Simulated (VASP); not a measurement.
```
CELL_PARAMETERS angstrom
      0.00000     2.88918     2.88918
      2.88918     0.00000     2.88918
      2.88918     2.88918     0.00000
ATOMIC_POSITIONS crystal
  Na 0.00000 0.00000 0.00000
  Br 0.50000 0.50000 0.50000
```

All values below come from LDA (Ceperley-Alder, Perdew-Zunger), VASP's LDA PAW potentials (set 64) (plane waves; VASP). Numerical set-up: 400 eV cut-off, 8×8×8 Γ-centred mesh, Gaussian smearing of 0.010 eV, potentials Na_pv Br.

Question: Give the electronic dielectric tensor ε∞ (DFPT, local fields included).

Answer: 
```
3.06  0.00  0.00
0.00  3.06  0.00
0.00  0.00  3.06
```

Question: Give the Born effective charges.

Answer: 
```
atom   Z*xx   Z*yy   Z*zz   mean
----  -----  -----  -----  -----
Na1    1.10   1.10   1.10   1.10
Br2   -1.10  -1.10  -1.10  -1.10
```

Question: And the static tensor with the ions free?

Answer: 
```
5.95  0.00  0.00
0.00  5.95  0.00
0.00  0.00  5.95
```

Question: Which frequencies do the optical Γ-point modes have (no LO-TO splitting)?

Answer: 155 (×3) cm⁻¹.

The compound is NaBr in the rock salt structure. It was relaxed first, which changed the volume by -9 %.
